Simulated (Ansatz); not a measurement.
# CdSe: energy less free atoms and pressure against volume scale

Periodic Kohn-Sham DFT of a crystal at fixed atoms, scaled to volume_scale times the given cell; pressure positive in compression, energy less spherical unpolarised free atoms, largest_vzz the field gradient of largest size among the nuclei. The results are calculated, by Ansatz 0.2.0.

The cell before it is scaled or strained (space group Fm-3m, No. 225):
```
CELL_PARAMETERS angstrom
0.00000 2.87400 2.87400
2.87400 0.00000 2.87400
2.87400 2.87400 0.00000
ATOMIC_POSITIONS crystal
Cd 0.00000 0.00000 0.00000
Se 0.50000 0.50000 0.50000
```

Settings of every row: method all-electron LAPW; functional PBEsol; relativity scalar; k mesh 11x11x11; filling fermi-dirac; smearing width 0.05 eV; basis error target 0.5 meV/atom; nucleus gaussian.

Atom start moment: 0 on all atoms.

Limits: the cell comes from a prototype or a list of computed structures and needn't be the stable phase.

| row | volume scale | V (Å³/atom) | energy less free atoms (eV/atom) | pressure (GPa) |
| --- | --- | --- | --- | --- |
| 1 | 0.9405 | 22.326 | -2.9992 | -0.151 |
| 2 | 0.98 | 23.264 | -2.9904 | -2.768 |
| 3 | 1 | 23.738 | -2.9805 | -3.865 |
| 4 | 1.02 | 24.214 | ? | ? |
| 5 | 1.06 | 25.163 | -2.9339 | -6.446 |

Question: what energy less free atoms and pressure should row 4 give?

Worked fit of energy less free atoms. Take u = (V_r/V)^(2/3) − 1 with V_r = 23.501 Å³ an atom, which is twice the finite (Eulerian) strain; such expansions in the strain, on which the Birch-Murnaghan equation of state is built, carry the rest volume and the bulk modulus. The shown rows have u = 0.03479, 0.00678, -0.00667, -0.04453. Least squares give energy less free atoms = −2.98585 − 0.7274 × u + 9.87 × u² eV/atom; a straight line predicts inner rows, each left out in turn, worse (root mean square 0.01 against 0.00014 eV/atom). The rows lie off it by 0.0000, -0.0001, 0.0001, 0.0000. The withheld row has u = -0.01973, so the fit gives −2.98585 − 0.7274 × (-0.01973) + 9.87 × (-0.01973)² = -2.9677 eV/atom.

The calculation gave -2.9676 eV/atom. The fit lies 0.0001 eV/atom (0.15 % of the column's range) below it, one unit of the last digit.

Worked fit of pressure. Take u = (V_r/V)^(2/3) − 1 with V_r = 23.501 Å³ an atom, which is twice the finite (Eulerian) strain; such expansions in the strain, on which the Birch-Murnaghan equation of state is built, carry the rest volume and the bulk modulus. The shown rows have u = 0.03479, 0.00678, -0.00667, -0.04453. Least squares give pressure = −3.3332 + 81.995 × u + 271.72 × u² GPa; a straight line predicts inner rows, each left out in turn, worse (root mean square 0.28 against 0.0065 GPa). The rows lie off it by 0.001, -0.003, 0.003, 0.000. The withheld row has u = -0.01973, so the fit gives −3.3332 + 81.995 × (-0.01973) + 271.72 × (-0.01973)² = -4.845 GPa.

The calculation gave -4.835 GPa. The fit lies 0.010 GPa (0.16 % of the column's range) below it; its largest miss of a shown row is 0.003 GPa.
